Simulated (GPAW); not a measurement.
Ag2O:

```
Ag O
1.0
     4.71800    0.00000    0.00000
     0.00000    4.71800    0.00000
     0.00000    0.00000    4.71800
Ag O
4 2
Direct
  0.75000 0.25000 0.75000
  0.75000 0.75000 0.25000
  0.25000 0.75000 0.75000
  0.25000 0.25000 0.25000
  0.50000 0.50000 0.50000
  0.00000 0.00000 0.00000
```

* Program: GPAW 26.7.0
* Task: relaxation of cell and atoms
* Functional: PBE
* Potentials or basis: GPAW PAW data sets (gpaw-data 1.2.1)
* Cutoff: 800 eV
* Basis: pw
* k mesh: 5 × 5 × 5
* Occupations: fermi-dirac, width 0.05 eV
* Spin: no spin polarisation

At the start: pressure 4.9 GPa; volume 17.50 Å³/atom.

Question: Where does the relaxation end?

Answer: Over 4 steps the energy falls by 15.8 meV/atom and the volume is 18.57 Å³/atom (+6.1 %); space group Pn-3m (No. 224, to 0.05 Å).

The path:
| step | energy change (eV) | largest force (eV/Å) | pressure (GPa) | volume (Å³) |
| --- | --- | --- | --- | --- |
| 1 | 0.0000 | 0.0000 | 4.90 | 105.02 |
| 2 | -0.0120 | 0.0000 | 4.54 | 105.42 |
| 3 | -0.0940 | 0.0001 | 0.33 | 110.95 |
| 4 | -0.0946 | 0.0001 | 0.03 | 111.42 |

Final structure:
```xyz
6
Lattice="4.8119 0.0000 0.0000 0.0000 4.8119 0.0000 0.0000 0.0000 4.8119" Properties=species:S:1:pos:R:3 pbc="T T T"
Ag    3.6089    1.2030    3.6089
Ag    3.6089    3.6089    1.2030
Ag    1.2030    3.6089    3.6089
Ag    1.2030    1.2030    1.2030
O     2.4059    2.4059    2.4059
O     0.0000    0.0000    0.0000
```

Caveat: later steps reuse the first step's grids.
